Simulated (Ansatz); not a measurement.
Volumes and bulk moduli along the 3d metals

Method: DFT, m-r2SCAN, plane waves (500 eV) with PAW, scalar-relativistic (Ansatz). (PAW data from PBE, frozen cores regenerated.)

Each structure is relaxed within its symmetry, in the lowest magnetic state of the tried starts. B₀ comes from uniform scaling at fixed shape; a dash is a value not given.

Real scandium is paramagnetic; a moment here is an artefact of the functional.

```csv
element,structure,V (Å³/atom),B₀ (GPa),magnetic state
Sc,hcp,24.98,57,"ferromagnetic, net 0.50 μB per atom"
Ti,?,?,?,?
V,bcc,13.28,193,spin not included
Cr,bcc,11.32,-,non-magnetic
Mn,alpha-Mn (A12),10.56,-,"ferrimagnetic, largest moment 1.91 μB in the atomic sphere"
Fe,bcc,10.80,229,"ferromagnetic, net 2.02 μB per atom"
Co,hcp,10.39,243,"ferromagnetic, net 1.55 μB per atom"
Ni,fcc,10.46,226,"ferromagnetic, net 0.62 μB per atom"
Cu,fcc,11.43,163,spin not included
Zn,hcp,14.37,92,spin not included
```

**Question.** Fill in the row of Ti.

**Answer.** structure: hcp; V (Å³/atom): 17.31; B₀ (GPa): 117; magnetic state: non-magnetic.

m-r²SCAN is r²SCAN on the gauge-invariant kinetic-energy density; without spin polarisation the two are equal.
